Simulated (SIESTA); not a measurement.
The system is CaSe.

```
Se Ca
1.0
     0.00000    2.95600    2.95600
     2.95600    0.00000    2.95600
     2.95600    2.95600    0.00000
Se Ca
1 1
Cartesian
  2.9560 2.9560 2.9560
  0.0000 0.0000 0.0000
```

Base run:

```yaml
Program: SIESTA 5.4.2
Functional: PBEsol
Potentials_or_basis: PseudoDojo 0.4 standard (PBEsol files)
Basis: DZP (energy shift 0.003 Ry; two zetas on semicore shells; d shell added on Ca)
Grid_cutoff: 800 Ry
Energy_shift: 0.003 Ry
k_mesh: 8 × 8 × 8
Occupations: fermi-dirac, width 0.05 eV
Spin: no spin polarisation
```

Its results: band gap on the k mesh 2.02 eV, indirect (least direct gap 2.98 eV); pressure -1.2 GPa.

**Question.** The run is repeated on the same cell with these changes: functional from PBEsol to LDA; potentials or basis from PseudoDojo 0.4 standard (PBEsol files) to PseudoDojo 0.4 standard (LDA files). What comes out?

**Answer.** Band gap on the k mesh 1.97 eV, indirect (least direct gap 2.93 eV); pressure -3.2 GPa.

Caveats: the basis of atomic orbitals isn't converged, which shifts pressures, moduli and gaps.
